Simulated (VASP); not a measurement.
# Au in VASP: a series of runs, part 2 of 2

VASP 6.6.1.

## Step 4: Work function, PBEsol

INCAR reads:

```
SYSTEM = Au
PREC = Accurate
ENCUT = 520
EDIFF = 1E-6
ISMEAR = -1
SIGMA = 0.05
LREAL = .False.
LASPH = .True.
NELM = 60
ALGO = Normal
ISIF = 2
LWAVE = .False.
LCHARG = .True.
GGA = PS
LELF = .True.
LVHAR = .True.
LVACPOTAV = .True.
```

KPOINTS reads:

```
Automatic mesh
0
Gamma
  12 12 1
  0 0 0
```

POSCAR reads:

```
Au
1.0
    2.8835814537      0.0000000000      0.0000000000
   -1.4417907268      2.4972547928      0.0000000000
    0.0000000000      0.0000000000     32.1266063865
Au
7
Direct
    0.0000000000      0.0000000000      0.2801416338
    0.3333333333      0.6666666667      0.3534277558
    0.6666666667      0.3333333333      0.4267138779
    0.0000000000      0.0000000000      0.5000000000
    0.3333333333      0.6666666667      0.5732861221
    0.6666666667      0.3333333333      0.6465722442
    0.0000000000      0.0000000000      0.7198583662
```

Potentials or basis: VASP PAW PBE potentials, release 64 (Au).

Launch:

```sh
> cat potpaw_PBE.64/Au/POTCAR > POTCAR
> mpirun -np 1 vasp_std > vasp.out
```

OUTCAR:

```text
SYSTEM = Au
   PREC = Accurate
   ENCUT = 520
   EDIFF = 1E-6
   ISMEAR = -1
   LREAL = .False.
   LASPH = .True.
   NELM = 60
   ISIF = 2
   GGA = PS

 ion  position               nearest neighbor table
   1  0.000  0.000  0.280-   2 2.88   2 2.88   2 2.88
   2  0.333  0.667  0.353-   1 2.88   1 2.88   1 2.88   3 2.88   3 2.88   3 2.88
   3  0.667  0.333  0.427-   4 2.88   2 2.88   2 2.88   4 2.88   4 2.88   2 2.88
   4  0.000  0.000  0.500-   3 2.88   5 2.88   5 2.88   3 2.88   3 2.88   5 2.88
   5  0.333  0.667  0.573-   4 2.88   6 2.88   6 2.88   4 2.88   4 2.88   6 2.88
   6  0.667  0.333  0.647-   7 2.88   7 2.88   7 2.88   5 2.88   5 2.88   5 2.88
   7  0.000  0.000  0.720-   6 2.88   6 2.88   6 2.88

  LATTYP: Found a hexagonal cell.
 ALAT       =     2.8835814537
 C/A-ratio  =    11.1412168868

  Lattice vectors:

 A1 = (   2.8835814537,   0.0000000000,   0.0000000000)
 A2 = (  -1.4417907268,   2.4972547928,   0.0000000000)
 A3 = (   0.0000000000,   0.0000000000,  32.1266063865)

Analysis of symmetry for initial positions (statically):
=====================================================================
 Subroutine PRICEL returns:
 Original cell was already a primitive cell.

 Routine SETGRP: Setting up the symmetry group for a
 hexagonal supercell.

 Subroutine GETGRP returns: Found 12 space group operations
 (whereof 12 operations were pure point group operations)
 out of a pool of 24 trial point group operations.

The static configuration has the point symmetry D_3d.

Analysis of symmetry for dynamics (positions and initial velocities):
=====================================================================
 Subroutine PRICEL returns:
 Original cell was already a primitive cell.

 Routine SETGRP: Setting up the symmetry group for a
 hexagonal supercell.

 Subroutine GETGRP returns: Found 12 space group operations
 (whereof 12 operations were pure point group operations)
 out of a pool of 24 trial point group operations.

[... 128 lines left out ...]
   LORBIT       =      0    0 simple, 1 ext, 2 COOP (PROOUT), +10 PAW based schemes
   GGA     = PS    functional components
   LHFCALC =     F    Hartree Fock is set to
   AEXX    =    0.0000 exact exchange contribution
   IVDW    =     0    specifies the selected vdW correction
   LEPSILON=     F    determine dielectric tensor
   LRPA    =     F    only Hartree local field effects (RPA)
 non-spin polarized calculation
  energy-cutoff  :      520.00
  volume of cell :      231.34
 maximum number of plane-waves:      6323
 NGX is ok and might be reduce to    24
   NGX = 11   NGY = 11   NGZ =119

 number of electron      77.0000010 magnetization

 Free energy of the ion-electron system (eV)
  ---------------------------------------------------
  ext. energy  EPLUGINS =         0.00000000
  ---------------------------------------------------
  free energy    TOTEN  =       -26.59254824 eV

  energy without entropy =      -26.57336282  energy(sigma->0) =      -26.58295553

 E-fermi :   2.1557     XC(G=0):  -7.1246

 val. band max:        2.0833291573   @ k =   0.1667   0.0833   0.0000
 cond. band min:       2.1563462109   @ k =   0.3333   0.1667   0.0000
 fundamental gap:      0.0730170536
 Fermi energy:         2.1557482671

 k-point     1 :       0.0000    0.0000    0.0000
  band No.  band energies     occupation
      1      -7.6042      2.00000
      2      -7.1316      2.00000
      3      -6.4355      2.00000
      4      -5.6893      2.00000
      5      -5.2496      2.00000
      6      -5.0418      2.00000
[... 920 lines left out ...]
     45       7.0559      0.00000
     46       7.6501      0.00000

------------------------ aborting loop because EDIFF is reached ----------------------------------------

  FORCE on cell =-STRESS in cart. coord.  units (eV):
  Direction    XX          YY          ZZ          XY          YZ          ZX
  --------------------------------------------------------------------------------------
  -------------------------------------------------------------------------------------
  Total       -2.7754616     -2.7754616      0.2374768     -0.0000000      0.0000000     -0.0000000
  in kB      -19.2214379    -19.2214379      1.6446439     -0.0000000      0.0000000     -0.0000000
  external PRESSURE =     -12.2660773 kB  Pullay stress =       0.0000000 kB

 VOLUME and BASIS-vectors are now :
 -----------------------------------------------------------------------------
  energy-cutoff  :      520.00
  volume of cell :      231.34
      direct lattice vectors                 reciprocal lattice vectors
     2.883581454  0.000000000  0.000000000     0.346790967  0.200219858  0.000000000
    -1.441790727  2.497254793  0.000000000     0.000000000  0.400439716  0.000000000
     0.000000000  0.000000000 32.126606387     0.000000000  0.000000000  0.031126848

 POSITION                                       TOTAL-FORCE (eV/Angst)
 -----------------------------------------------------------------------------------
      0.00000      0.00000      9.00000        -0.000000      0.000000     -0.117230
     -0.00000      1.66484     11.35443         0.000000      0.000000      0.142520
      1.44179      0.83242     13.70887        -0.000000      0.000000     -0.003350
      0.00000      0.00000     16.06330         0.000000      0.000000      0.000000
     -0.00000      1.66484     18.41774         0.000000      0.000000      0.003350
      1.44179      0.83242     20.77217         0.000000      0.000000     -0.142520
      0.00000      0.00000     23.12661         0.000000     -0.000000      0.117230
 -----------------------------------------------------------------------------------
    total drift:                                0.000000      0.000000     -0.000000

  FREE ENERGIE OF THE ION-ELECTRON SYSTEM (eV)
  ---------------------------------------------------
  free  energy   TOTEN  =       -26.5925482413 eV

  energy  without entropy=      -26.5733628226  energy(sigma->0) =      -26.58295553
```

OSZICAR:

```text
N       E                     dE             d eps       ncg     rms          rms(c)
DAV:   1     0.527934890552E+03    0.52793E+03   -0.36910E+04  1764   0.149E+03
DAV:   2    -0.540945729420E+01   -0.53334E+03   -0.50416E+03  2010   0.315E+02
DAV:   3    -0.283580970918E+02   -0.22949E+02   -0.21415E+02  1992   0.584E+01
[... 16 lines left out ...]
DAV:  20    -0.265925320167E+02   -0.12868E-04   -0.30236E-06  1236   0.119E-02    0.652E-03
DAV:  21    -0.265925380413E+02   -0.60246E-05   -0.50171E-07  1080   0.299E-03    0.524E-03
DAV:  22    -0.265925462803E+02   -0.82391E-05   -0.12127E-06  1194   0.271E-03    0.136E-03
DAV:  23    -0.265925475615E+02   -0.12811E-05   -0.12130E-07  1054   0.150E-03    0.623E-04
DAV:  24    -0.265925482413E+02   -0.67983E-06   -0.12967E-07  1024   0.199E-03
   1 F= -.26592548E+02 E0= -.26582956E+02  d E =-.191854E-01
```

Wall time 6.7 min (1 thread of Intel Xeon Platinum 8488C (Sapphire Rapids), shared host); peak memory 0.44 GiB.

Results:

| Quantity | Value |
| --- | --- |
| Free energy | -26.5925 eV |
| Largest force | 0.143 eV/Å |
| Band gap on the k mesh | none (metal or under the smearing width) |

Forces on the atoms (eV/Å):
```
Au   0.000  0.000 -0.117
Au   0.000  0.000  0.143
Au   0.000  0.000 -0.003
Au   0.000  0.000  0.000
Au   0.000  0.000  0.003
Au   0.000  0.000 -0.143
Au   0.000  0.000  0.117
```

Levels at points of the mesh, in eV from the Fermi level:
| k point | band 35 | band 36 | band 37 | band 38 | band 39 | band 40 | band 41 | band 42 | band 43 | band 44 |
| --- | --- | --- | --- | --- | --- | --- | --- | --- | --- | --- |
| (0.00, 0.00, 0.00) | -2.52 | -2.36 | -2.36 | -2.06 | -2.06 | -1.92 | -1.92 | -0.64 | -0.15 | 4.16 |
| (0.50, 0.00, 0.00) | -1.47 | -0.50 | 0.28 | 0.84 | 1.09 | 1.10 | 1.35 | 1.35 | 3.30 | 3.70 |

Caveat: the PAW data sets were made with another functional, which shifts forces and pressure a little. The run has no spin-orbit coupling, so splittings on Au are missing.

## Step 5: The runs side by side

| level | potentials or basis | gap on the mesh (eV) | largest force (eV/Å) |
| --- | --- | --- | --- |
| LDA | VASP PAW LDA potentials, release 64 (Au) | none | 0.14 |
| PBE | VASP PAW PBE potentials, release 64 (Au) | none | 0.52 |
| PBEsol | VASP PAW PBE potentials, release 64 (Au) | none | 0.14 |

Alike in all rows: task work function; no spin polarisation; cell as given; k mesh 12 × 12 × 1; cutoff (eV) 520; smearing fermi-dirac 0.05 eV.

Caveats: the PAW data sets were made with another functional, which shifts forces and pressure a little (some runs).

Total energies depend on the potentials used, so only differences within one code and one set of settings carry meaning.
